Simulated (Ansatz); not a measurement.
## Ligand exchange: C4H10 + AuOH → C4H10O + AuH

Species: C4H10 (butane) `CCCC`, singlet; AuOH `[OH][Au]`, singlet; C4H10O (1-butanol) `CCCCO`, singlet; AuH, singlet. The partners trade H for OH: C–H and Au–OH bonds give way to C–OH and Au–H.

Shapes, held fixed at every level: PBE0-D4/def2-TZVP. Flexible molecules stand in one conformer, not always the lowest. Programs: Ansatz 0.2.0. The zero-point and thermal change to 298 K, harmonic and unscaled (PBE0-D4/def2-TZVP), is -3.6 kJ/mol.

```json
{"level": "HF/def2-TZVPP", "kind": "Hartree–Fock", "ΔH(298 K) (kJ/mol)": "-37.1", "less CCSD(T)/def2-TZVPP": "+7.4"}
{"level": "PBE-D4/def2-TZVPP", "kind": "GGA", "ΔH(298 K) (kJ/mol)": "-38.5", "less CCSD(T)/def2-TZVPP": "+6.0"}
{"level": "B3LYP-D4/def2-TZVPP", "kind": "global hybrid", "ΔH(298 K) (kJ/mol)": "-37.2", "less CCSD(T)/def2-TZVPP": "+7.3"}
{"level": "B2PLYP/def2-TZVPP", "kind": "double hybrid", "ΔH(298 K) (kJ/mol)": "-36.0", "less CCSD(T)/def2-TZVPP": "+8.5"}
{"level": "MP2/def2-SVP", "kind": "perturbation theory", "ΔH(298 K) (kJ/mol)": "-62.7", "less CCSD(T)/def2-TZVPP": "-18.2"}
{"level": "MP2/def2-TZVPP", "kind": "perturbation theory", "ΔH(298 K) (kJ/mol)": "-47.4", "less CCSD(T)/def2-TZVPP": "-2.9"}
{"level": "CCSD(T)/def2-TZVPP", "kind": "coupled cluster or CI", "ΔH(298 K) (kJ/mol)": "-44.5", "less CCSD(T)/def2-TZVPP": "0.0"}
```

The highest level, CCSD(T)/def2-TZVPP, gives ΔH(298 K) = -44.5 kJ/mol; the levels span -62.7 to -36.0. The column of differences is taken from that level and isn't an error. No measured value is set beside it here. For atoms past krypton def2 sets carry core potentials with scalar relativity. Outer-core shells of Au are correlated, in sets that cover them unevenly.
